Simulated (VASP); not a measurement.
## LiF (Griceite): single point with PBE

LiF (Griceite):

```
F Li
1.0
     0.00000    2.01400    2.01400
     2.01400    0.00000    2.01400
     2.01400    2.01400    0.00000
F Li
1 1
Direct
  0.50000 0.50000 0.50000
  0.00000 0.00000 0.00000
```

```yaml
Program: VASP 6.6.1
Task: single point
Functional: PBE
Potentials_or_basis: VASP PAW PBE potentials, release 64 (F, Li_sv)
Cutoff: 520 eV
k_mesh: 11 × 11 × 11
Occupations: fermi-dirac, width 0.05 eV
Spin: no spin polarisation
```

```
Band gap on the k mesh : 9.09 eV, direct
```

Levels at points of the mesh, in eV from the valence-band top:
| k point | band 2 | band 3 | band 4 | band 5 | band 6 | band 7 | band 8 | band 9 |
| --- | --- | --- | --- | --- | --- | --- | --- | --- |
| (0.00, 0.00, 0.00) | -19.98 | 0.00 | 0.00 | 0.00 | 9.09 | 23.97 | 23.97 | 23.97 |

Wall time 7.1 s on 1 thread of Intel(R) Xeon(R) Platinum 8488C (Sapphire Rapids), on a shared host, peak memory 0.13 GiB.

Caveat: an odd mesh through Γ misses points on the zone boundary, where band edges often lie.
